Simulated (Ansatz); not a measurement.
TePb:

```
CELL_PARAMETERS angstrom
0.00000 3.23100 3.23100
3.23100 0.00000 3.23100
3.23100 3.23100 0.00000
ATOMIC_POSITIONS crystal
Pb 0.00000 0.00000 0.00000
Te 0.50000 0.50000 0.50000
```

Program: Ansatz 0.2.0. Alike in all runs: task band structure; potentials or basis Ansatz PAW; cell as given; smearing fermi-dirac 0.05 eV. Hardware: 2 threads of Arm Neoverse V1 (shared host).

Task: Order these runs on this cell by their wall time, lowest first.
A. level r2SCAN; spin off; k mesh 7 × 7 × 7; cutoff (eV) 500; points for each segment of the path 14; mesh quality not flagged
B. level PBEsol; spin SOC, no magnetisation; k mesh 5 × 5 × 5; cutoff (eV) 420; points for each segment of the path 14; mesh quality not flagged
C. level BLYP; spin off; k mesh 7 × 7 × 7; cutoff (eV) 420; points for each segment of the path 14; mesh quality not flagged
D. level PBE0; spin off; k mesh 4 × 4 × 4; cutoff (eV) 420; points for each segment of the path 4; mesh quality coarse

Result: C (3.8 s), A (11 s), B (43 s), D (130 s).

Caveats: some runs use coarse meshes.

Runs at the PBE level aren't shown here.
